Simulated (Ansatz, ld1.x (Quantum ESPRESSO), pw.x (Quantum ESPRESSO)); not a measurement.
**What a changed setting does to a pw.x run (fcc Tc)**

Potential: PAW, ld1.x (Quantum ESPRESSO) 7.5, PBE; core [Ar] 3d10, reference 4s2 4p6 4d5 5s1 5p0; waves: 4s (bound): rcut 1.78, rcutus 1.92 bohr; 5s (bound): rcut 1.78, rcutus 1.92 bohr; 4p (bound): rcut 1.58, rcutus 1.96 bohr; 5p (bound, empty): rcut 1.58, rcutus 1.96 bohr; 4d (bound): rcut 2.16, rcutus 2.50 bohr; 4d channel at 0.65 Ry: rcut 2.16, rcutus 2.50 bohr; local part: all-electron potential smoothed inside 2.02 bohr (lloc = -2); core correction: Bessel-smoothed model core inside 1.80 bohr; augmentation: PSQ, inside the norm-conserving radii.

The reference run (k-mesh 15³, cutoffs 50/400 Ry, Fermi–Dirac 0.01 Ry, mixing_beta 0.4, conv_thr 1e-9, no spin) gives 1.98 GPa at 14.543 Å³/atom, where all-electron LAPW gives -0.46 GPa. This run, with its own iteration cap, changes k-mesh shift to 1.

```
&control
  calculation='scf', prefix='x', pseudo_dir='./', outdir='./tmp', tstress=.true., disk_io='none'
/
&system
  ibrav=0, nat=1, ntyp=1, ecutwfc=50, ecutrho=400, nbnd=15,
  occupations='smearing', smearing='fd', degauss=0.01
/
&electrons
  conv_thr=1e-09, mixing_beta=0.4, electron_maxstep=70
/
ATOMIC_SPECIES
Tc 1.0 Tc.UPF
CELL_PARAMETERS angstrom
  0.00000000 1.93734962 1.93734962
  1.93734962 0.00000000 1.93734962
  1.93734962 1.93734962 0.00000000
ATOMIC_POSITIONS crystal
Tc 0.0000 0.0000 0.0000
K_POINTS automatic
15 15 15 1 1 1
```

```bash
pw.x < Tc.scf.in > Tc.scf.out
```

Task: How does the run end?

Result: It converges in 27 iterations; the free energy moves by +2.0 meV/atom and the pressure by +0.13 GPa.

```
Message from routine setup:
     using ibrav=0 with symmetry is DISCOURAGED, use correct ibrav instead
     lattice parameter (alat)  =       5.1775  a.u.
     unit-cell volume          =      98.1410 (a.u.)^3
     number of electrons       =        15.00
     number of Kohn-Sham states=           15
     kinetic-energy cutoff     =      50.0000  Ry
     charge density cutoff     =     400.0000  Ry
     scf convergence threshold =      1.0E-09
     Exchange-correlation= SLA  PW   PBX  PBC
     number of k points=   344  Fermi-Dirac smearing, width (Ry)=  0.0100
     iteration #  1     ecut=    50.00 Ry     beta= 0.40
     total energy              =    -395.96960846 Ry
     estimated scf accuracy    <       3.94341778 Ry
     iteration #  2     ecut=    50.00 Ry     beta= 0.40
     total energy              =    -396.16257561 Ry
     estimated scf accuracy    <       0.12142200 Ry
     iteration #  3     ecut=    50.00 Ry     beta= 0.40
     total energy              =    -396.28030568 Ry
     estimated scf accuracy    <       0.13358184 Ry
     [... 21 iterations left out ...]
     iteration # 25     ecut=    50.00 Ry     beta= 0.40
     total energy              =    -396.29994165 Ry
     estimated scf accuracy    <          3.5E-09 Ry
     iteration # 26     ecut=    50.00 Ry     beta= 0.40
     total energy              =    -396.29994166 Ry
     estimated scf accuracy    <          1.6E-09 Ry
     iteration # 27     ecut=    50.00 Ry     beta= 0.40
     the Fermi energy is    22.3312 ev
!    total energy              =    -396.29994165 Ry
     estimated scf accuracy    <          1.7E-10 Ry
     smearing contrib. (-TS)   =      -0.00501156 Ry
     The total energy is F=E-TS. E is the sum of the following terms:
     one-electron contribution =     -21.41915160 Ry
     hartree contribution      =      22.77683681 Ry
     xc contribution           =     -17.83208368 Ry
     ewald contribution        =    -140.88732680 Ry
     one-center paw contrib.   =    -238.93320482 Ry
     convergence has been achieved in  27 iterations
          total   stress  (Ry/bohr**3)                   (kbar)     P=       21.06
     Message from routine punch:
     Nothing written, as per user request (disk_io='none')
```

The run took about 3.8 min on one core of a shared host (Neoverse-N1, 64 threads, 124 GiB, load 59).
